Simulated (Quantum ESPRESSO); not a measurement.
Mg:

```
CELL_PARAMETERS angstrom
-1.77276 1.77276 1.77276
1.77276 -1.77276 1.77276
1.77276 1.77276 -1.77276
ATOMIC_POSITIONS crystal
Mg 0.00000 0.00000 0.00000
```

This isn't the form of Mg at room conditions, which is hcp.

| Item | Value |
| --- | --- |
| Program | Quantum ESPRESSO 7.5 |
| Task | phonons and electron-phonon coupling |
| Functional | PBE |
| Potentials or basis | GBRV 1.5 PBE |
| Cutoff | 612 eV |
| Density cutoff | 4898 eV |
| k mesh | 12 × 12 × 12 |
| Occupations | methfessel-paxton, width 0.272 eV |
| Spin | no spin polarisation |
| Mixing beta | 0.5 |
| Most SCF iterations | 120 |
| SCF threshold | 2e-10 Ry |
| q mesh | 4 × 4 × 4 |

The cell and the atoms were relaxed first, to 22.83 Å³/atom (a = 3.096 Å, b = 3.096 Å, c = 3.096 Å, α = 109.47°, β = 109.47°, γ = 109.47°), and the response was taken there.

**Question.** Is this structure dynamically stable at this level, and how far does the spectrum reach?

**Answer.** No: the interpolated spectrum has imaginary modes, down to 34i cm⁻¹ near N. The highest frequency is 244 cm⁻¹.

Phonon frequencies at the corners of the path (cm⁻¹, interpolated; i marks imaginary ones):
| point | frequencies |
| --- | --- |
| Γ | 0 0 0 |
| H | 231 231 231 |
| N | 34i 182 244 |
| P | 173 173 173 |

Phonon states per cell in windows of 20 cm⁻¹ (negative: imaginary):
```
from (cm⁻¹)  total
        -40   0.00
        -20   0.01
          0   0.03
         20   0.07
         40   0.12
         60   0.17
         80   0.21
        100   0.22
        120   0.19
        140   0.23
        160   0.34
        180   0.38
        200   0.33
        220   0.66
        240   0.04
```

Caveat: some modes are imaginary; the interpolated spectrum has imaginary branches, which spoil the λ, ω_log and α²F that the log prints; λ from interpolated matrix elements is rough: modes that symmetry makes equal can differ by tens of percent.
